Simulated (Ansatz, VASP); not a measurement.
## Y: VASP beside Ansatz

```
Y
1.0
    -2.02113    2.02113    2.02113
     2.02113   -2.02113    2.02113
     2.02113    2.02113   -2.02113
Y
1
Direct
  0.00000 0.00000 0.00000
```

Alike in both runs: task relaxation of cell and atoms; functional PBE; k mesh 14 × 14 × 14; occupations gaussian, width 0.1 eV; no spin polarisation.

|  | VASP | Ansatz |
| --- | --- | --- |
| version | VASP 6.6.1 | Ansatz 0.2.0 |
| potentials or method | VASP PAW PBE potentials, release 64 (Y_sv) | scalar-relativistic, plane waves, PAW |
| plane-wave cutoff (eV) | 600 | 420 |
| valence electrons in the cell | 11 | 11 |

Ansatz gave:

```
gap on the k mesh at the Fermi level, each at its own relaxed structure (eV) : none
relaxed volume (Å³/atom)                                                     : 32.98
relaxed cell length with the largest relative difference (Å)                 : 3.499
```

Q: Which values does VASP return?

A: gap on the k mesh at the Fermi level, each at its own relaxed structure (eV): none; relaxed volume (Å³/atom): 32.86; relaxed cell length with the largest relative difference (Å): 3.495.

A gap of «none» marks a metal or a gap that the smearing closes.
